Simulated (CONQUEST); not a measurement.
# Sn (Immm) in CONQUEST: equation of state

Aim: energy against volume of Sn in PBE, for its equilibrium volume and stiffness.

Program: CONQUEST 1.3. These are calculated values, not measurements. Logs are shortened: lines on timing, memory, paths and dates and some standing lists are left out, and cuts for length are marked.

## 1. The crystal as given

Symmetry: Immm, No. 71, orthorhombic system. The conventional cell has a = 3.453 Å, b = 3.551 Å, c = 4.677 Å, α = 90.00°, β = 90.00°, γ = 90.00°. Sn (site symmetry mmm) has 12 Sn at 3.41 to 3.55 Å as nearest neighbours.

This isn't the form of Sn at room conditions, which is tetragonal (white tin).

## 2. Equation of state, PBE, 26.95 Å³/atom (volume scaled by 0.94)

The input, Conquest_input:

```
IO.Title Sn
IO.Coordinates coords.dat
IO.FractionalAtomicCoords T
IO.Iprint 2
IO.Iprint_init 1
General.NumberOfSpecies 1
General.PseudopotentialType hamann
AtomMove.TypeOfRun static
AtomMove.FullStress T
Grid.PointsAlongX 36
Grid.PointsAlongY 36
Grid.PointsAlongZ 48
DM.SolutionMethod diagon
Diag.MPMesh T
Diag.GammaCentred T
Diag.MPMeshX 8
Diag.MPMeshY 8
Diag.MPMeshZ 6
Diag.kT 0.00183747
minE.SCTolerance 1e-6
SC.MaxIters 100
IO.AtomChargeOutput T
%block ChemicalSpeciesLabel
1 118.710 Sn
%endblock
```

The input, coords.dat:

```
    6.3921634783     0.0000000000     0.0000000000
    0.0000000000     6.5736057438     0.0000000000
    0.0000000000     0.0000000000     8.6572410658
2
  0.0000000000   0.0000000000   0.0000000000 1 T T T
  0.5000000000   0.5000000000   0.5000000000 1 T T T
```

Potentials or basis: PseudoDojo NC PBE, DZP, grid of 36 × 36 × 48 points.

On the command line:

```console
Conquest
```

What it wrote:

```text
Simulation cell dimensions:     6.3922 a0 x     6.5736 a0 x     8.6572 a0

      Atomic coordinates (a0)
         Atom         X         Y         Z  Species
            1    0.0000    0.0000    0.0000        1
            2    3.1961    3.2868    4.3286        1

         Monkhorst-Pack mesh:   8 x   8 x   6 gamma-centred
        This calculation includes non-local pseudopotentials,
         with a maximum core radius of      7.58370955

    Job title: Sn
    Job to be run: static calculation

[... 5 lines left out ...]
      Using Fermi-Dirac smearing

    Integration grid size:     36 x   36 x   48

    Integration grid spacing:  0.178 a0 x 0.183 a0 x 0.180 a0

    Number of species:  1
    --------------------------------------------------------
    |   #  mass (au)  Charge (e)  SF Rad (a0)  NSF  Label  |
    --------------------------------------------------------
    |   1    118.710      14.000        7.852   18  Sn     |
    --------------------------------------------------------
          SCF tolerance:                 0.00000100
          SCF iterations:               100

    The functional used will be GGA PBE96

           radial cut-off to be used is taken to be max PAO cut-off radius for this species:    7.583710

           greatest ang. mom. for making density from PAOs:  2
    Minimum blocs/proc is      972. Maximum blocs/proc is      972
    set_atom_dens: In set_atomic_density, electrons :      28.000000000000
 matrix_size & matrix_size_padH =           36          36

    Screened ion int: energy:    -117.964807323878 Ha

    new_SC_potl: Starting.  Tolerance:  0.10000E-05

    PulayMixSC: Starting Pulay mixing, A_up =  0.500 A_dn =  0.500
    PulayMixSC: Spin non-polarised calculation.
          Harris-Foulkes Energy            :      -157.588526558213545 Ha
          GroundState Energy (E-(1/2)TS)   :      -157.588722855707090 Ha
          Free Energy (E-TS)               :      -157.588919153200635 Ha
          DFT Total Energy                 :      -157.581461334249127 Ha
          Total number of electrons        :        28.000000000000409
    PulayMixSC: Pulay iteration     1 residual:              0.13677E-02
          Harris-Foulkes Energy            :      -157.584101144030370 Ha
          GroundState Energy (E-(1/2)TS)   :      -157.584299747827771 Ha
          Free Energy (E-TS)               :      -157.584498351625172 Ha
          DFT Total Energy                 :      -157.583635945094954 Ha
          Total number of electrons        :        28.000026080436530
    PulayMixSC: Pulay iteration     2 residual:              0.34560E-03
          Harris-Foulkes Energy            :      -157.583784550012410 Ha
          GroundState Energy (E-(1/2)TS)   :      -157.583984298515617 Ha
          Free Energy (E-TS)               :      -157.584184047018795 Ha
          DFT Total Energy                 :      -157.583783066151796 Ha
          Total number of electrons        :        28.000043368476522
    PulayMixSC: Pulay iteration     3 residual:              0.81160E-04
          Harris-Foulkes Energy            :      -157.583782902909718 Ha
          GroundState Energy (E-(1/2)TS)   :      -157.583982842302845 Ha
          Free Energy (E-TS)               :      -157.584182781695944 Ha
          DFT Total Energy                 :      -157.583782878046065 Ha
          Total number of electrons        :        28.000052632275644
    PulayMixSC: Pulay iteration     4 residual:              0.32287E-05
          Harris-Foulkes Energy            :      -157.583782993303942 Ha
          GroundState Energy (E-(1/2)TS)   :      -157.583982926504376 Ha
          Free Energy (E-TS)               :      -157.584182859704811 Ha
          DFT Total Energy                 :      -157.583782990049144 Ha
          Total number of electrons        :        28.000052046412751
    PulayMixSC: Pulay iteration     5 residual:              0.12479E-05
          Harris-Foulkes Energy            :      -157.583783277574923 Ha
          GroundState Energy (E-(1/2)TS)   :      -157.583983213764952 Ha
          Free Energy (E-TS)               :      -157.584183149955010 Ha
          DFT Total Energy                 :      -157.583783277580835 Ha
          Total number of electrons        :        28.000052205448842
    PulayMixSC: Pulay iteration     6 residual:              0.33011E-07
    PulayMixSC: Reached SCF tolerance of  0.33011E-07 after      6 iterations
      | Number of electrons      =        28.000052
      |* band energy as 2Tr[K.H] =       -21.413430591635915 Ha
      |  screened ion-ion energy =      -117.964807323878119 Ha
      |  Ha correction           =         0.730835648106721 Ha
      |  XC correction           =       -18.936381167897562 Ha
      | GS Energy as E-(1/2)TS   =      -157.583983213764952 Ha
      | Free Energy as E-TS      =      -157.584183149955010 Ha
      |* Harris-Foulkes energy   =      -157.583783277574923 Ha
      |* DFT total energy        =      -157.583783277580835 Ha
      |  estimated accuracy      =         0.000000000005912 Ha

    force: Forces on atoms (Ha/a0)
    force:  Atom   X              Y              Z
    force:     1   0.0000000000  -0.0000000000   0.0000000000
    force:     2  -0.0000000000  -0.0000000000  -0.0000000000

    force: Maximum force :        0.00000000(Ha/a0) on atom         1 in z direction
    force: Force Residual:        0.00000000 Ha/a0
    force: Total stress:         -2.47175252     0.00000000     0.00000000 GPa
                             0.00000000    -3.33987593     0.00000000
                             0.00000000     0.00000000    -3.35340822
    force: Average pressure:      3.05501222 GPa

    force: Finished force
    get_E_and_F: Change in energy during last step of electronic optimisation: -0.28427E-06

    BIBLIOGRAPHY: Please consider citing the following references in the conquest.bib file

    CONQUEST:         Bowler2002pt, Miyazaki2004, Nakata2020
    Basis:            Bowler2019
    DM:               Bowler:2006xr
    Pseudopotentials: Hamann2013, Bowler2019
    XC functional:    Perdew1996
```

It took 37 s on 1 thread of Intel Xeon Platinum 8488C (Sapphire Rapids), shared host; peak memory 0.49 GiB.

Results:

* Free energy: -4288.0841 eV
* Pressure: 3.1 GPa
* Band gap on the k mesh: none (metal or under the smearing width)

Caveat: the basis of atomic orbitals isn't converged, which shifts pressures, moduli and gaps.

## 3. Equation of state, PBE, 27.53 Å³/atom (volume scaled by 0.96)

Conquest_input is that of step 2.

The input, coords.dat:

```
    6.4371801973     0.0000000000     0.0000000000
    0.0000000000     6.6199002675     0.0000000000
    0.0000000000     0.0000000000     8.7182095609
2
  0.0000000000   0.0000000000   0.0000000000 1 T T T
  0.5000000000   0.5000000000   0.5000000000 1 T T T
```

Potentials or basis: PseudoDojo NC PBE, DZP, grid of 36 × 36 × 48 points.

On the command line:

```console
Conquest
```

Wall time 37 s (1 thread of Intel Xeon Platinum 8488C (Sapphire Rapids), shared host); peak memory 0.49 GiB.

It converged, with:

```yaml
Free_energy: -4288.1017 eV
Pressure: 1.9 GPa
Band_gap_on_the_k_mesh: none (metal or under the smearing width)
```

Caveat: the basis of atomic orbitals isn't converged, which shifts pressures, moduli and gaps.

## 4. Equation of state, PBE, 28.10 Å³/atom (volume scaled by 0.98)

Conquest_input is that of step 3.

The input, coords.dat:

```
    6.4815759465     0.0000000000     0.0000000000
    0.0000000000     6.6655561946     0.0000000000
    0.0000000000     0.0000000000     8.7783370440
2
  0.0000000000   0.0000000000   0.0000000000 1 T T T
  0.5000000000   0.5000000000   0.5000000000 1 T T T
```

On the command line:

```console
Conquest
```

Run time: 34 s. Hardware: 1 thread of Intel Xeon Platinum 8488C (Sapphire Rapids), shared host; peak memory 0.47 GiB.

It converged, with:

```
Free energy            : -4288.1117 eV
Pressure               : 1.0 GPa
Band gap on the k mesh : none (metal or under the smearing width)
```

Caveat: the basis of atomic orbitals isn't converged, which shifts pressures, moduli and gaps.

## 5. Equation of state, PBE, 28.67 Å³/atom

Conquest_input is that of step 4.

The input, coords.dat:

```
    6.5253717070     0.0000000000     0.0000000000
    0.0000000000     6.7105951028     0.0000000000
    0.0000000000     0.0000000000     8.8376519314
2
  0.0000000000   0.0000000000   0.0000000000 1 T T T
  0.5000000000   0.5000000000   0.5000000000 1 T T T
```

On the command line:

```console
Conquest
```

Run time: 34 s. Hardware: 1 thread of Intel Xeon Platinum 8488C (Sapphire Rapids), shared host; peak memory 0.47 GiB.

It converged, with:

```
Free energy            : -4288.1161 eV
Pressure               : 0.2 GPa
Band gap on the k mesh : none (metal or under the smearing width)
```

Caveat: the basis of atomic orbitals isn't converged, which shifts pressures, moduli and gaps.

## 6. Equation of state, PBE, 29.25 Å³/atom (volume scaled by 1.02)

Conquest_input is that of step 5.

The input, coords.dat:

```
    6.5685873486     0.0000000000     0.0000000000
    0.0000000000     6.7550374252     0.0000000000
    0.0000000000     0.0000000000     8.8961811333
2
  0.0000000000   0.0000000000   0.0000000000 1 T T T
  0.5000000000   0.5000000000   0.5000000000 1 T T T
```

Potentials or basis: PseudoDojo NC PBE, DZP, grid of 36 × 36 × 48 points.

On the command line:

```console
Conquest
```

It took 34 s on 1 thread of Intel Xeon Platinum 8488C (Sapphire Rapids), shared host; peak memory 0.47 GiB.

The run converged. Its results:

| Item | Value |
| --- | --- |
| Free energy | -4288.1138 eV |
| Pressure | -0.8 GPa |
| Band gap on the k mesh | none (metal or under the smearing width) |

Caveat: the basis of atomic orbitals isn't converged, which shifts pressures, moduli and gaps.

## 7. Equation of state, PBE, 29.82 Å³/atom (volume scaled by 1.04)

Conquest_input is that of step 6.

The input, coords.dat:

```
    6.6112417083     0.0000000000     0.0000000000
    0.0000000000     6.7989025335     0.0000000000
    0.0000000000     0.0000000000     8.9539501620
2
  0.0000000000   0.0000000000   0.0000000000 1 T T T
  0.5000000000   0.5000000000   0.5000000000 1 T T T
```

On the command line:

```console
Conquest
```

Run time: 33 s. Hardware: 1 thread of Intel Xeon Platinum 8488C (Sapphire Rapids), shared host; peak memory 0.46 GiB.

Results (log left out):

* Free energy: -4288.1051 eV
* Pressure: -1.6 GPa
* Band gap on the k mesh: none (metal or under the smearing width)

Caveat: the basis of atomic orbitals isn't converged, which shifts pressures, moduli and gaps.

## 8. Equation of state, PBE, 30.39 Å³/atom (volume scaled by 1.06)

Conquest_input is that of step 7.

The input, coords.dat:

```
    6.6533526635     0.0000000000     0.0000000000
    0.0000000000     6.8422088129     0.0000000000
    0.0000000000     0.0000000000     9.0109832293
2
  0.0000000000   0.0000000000   0.0000000000 1 T T T
  0.5000000000   0.5000000000   0.5000000000 1 T T T
```

On the command line:

```console
Conquest
```

Wall time 36 s (1 thread of Intel Xeon Platinum 8488C (Sapphire Rapids), shared host); peak memory 0.44 GiB.

It converged, with:

```
Free energy            : -4288.0918 eV
Pressure               : -2.1 GPa
Band gap on the k mesh : none (metal or under the smearing width)
```

Caveat: the basis of atomic orbitals isn't converged, which shifts pressures, moduli and gaps.

## 9. Equation of state, PBE

Potentials or basis: PseudoDojo NC PBE, DZP, grid of 36 × 36 × 48 points.

No new run: the results of the series are fitted here.

What came out:

- Equilibrium volume: 28.74 Å³/atom (rough: see the caveat)
- Bulk modulus at fixed shape and positions: 43 GPa (rough)

Energy against volume, from the lowest point:
```tsv
volume (Å³/atom)	energy (meV/atom)
26.953	16.04
27.526	7.22
28.100	2.21
28.673	0.00
29.247	1.17
29.820	5.54
30.394	12.19
```

Caveat: the fit is doubtful: noisy points or a state that changes with volume; the DZP basis gives volumes some 2 % larger than converged bases do, and moduli off by several per cent; the cell was scaled at fixed shape and fractional positions, which overstates the stiffness of a crystal with free parameters, most of all of layers and chains; the basis of atomic orbitals isn't converged, which shifts pressures, moduli and gaps.
